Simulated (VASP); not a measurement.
Set up this calculation in VASP 6.6.1, as the native input.

```
Task                   : single point
Functional             : PBEsol
Potentials or basis    : VASP PAW PBE potentials, release 64 (Pb_d, S)
Cutoff                 : 520 eV
k mesh                 : 9 × 9 × 9
Occupations            : gaussian, width 0.02 eV
Spin                   : no spin polarisation
Dipole correction      : no
Further INCAR settings : ALGO = Fast; EDIFF = 1e-06; NBANDS = 17
```

The structure of PbS lies in POSCAR:

```
PbS
1.0
    2.1126617058      1.2197458045      3.4519162518
   -2.1126617058      1.2197458045      3.4519162518
    0.0000000000     -2.4394916091      3.4519162518
Pb S
1 1
Direct
    0.9805657800      0.9805657800      0.9805657800
    0.4716513932      0.4599031801      0.4685688519
```

The cell is a database's computed one.

The cell isn't the ideal one: one atom moved.

These files were run (other wordings do the same):

INCAR

```
ALGO = Fast ; EDIFF = 1E-6
ENCUT = 520 ; GGA = PS
ISIF = 2 ; ISMEAR = 0
LASPH = True ; LCHARG = True
LELF = True ; LREAL = False
LVHAR = True ; LWAVE = False
NBANDS = 17 ; NELM = 100
PREC = Accurate ; SIGMA = 0.02
```

KPOINTS

```
k-points
0
Gamma
  9 9 9
```

Potentials or basis: VASP PAW PBE potentials, release 64 (Pb_d, S).

Command:

```console
$ cat potpaw_PBE.64/Pb_d/POTCAR potpaw_PBE.64/S/POTCAR > POTCAR
$ mpirun -np 1 vasp_std > vasp.out
```

Results of the run:

```json
{"Pressure": "-1.8 GPa", "Largest force": "0.052 eV/Å", "Band gap on the k mesh": "0.78 eV, direct"}
```

Caveat: the PAW data sets were made with another functional, which shifts forces and pressure a little; spin-orbit coupling is left out, which as a rule narrows the gap of such compounds by several tenths of an eV; an odd mesh through Γ misses points on the zone boundary, where band edges often lie.

Run time: 3.6 min on 1 thread of Intel(R) Xeon(R) Platinum 8259CL CPU @ 2.50GHz (Skylake/Cascade Lake), with other jobs on the host, peak memory 0.42 GiB.
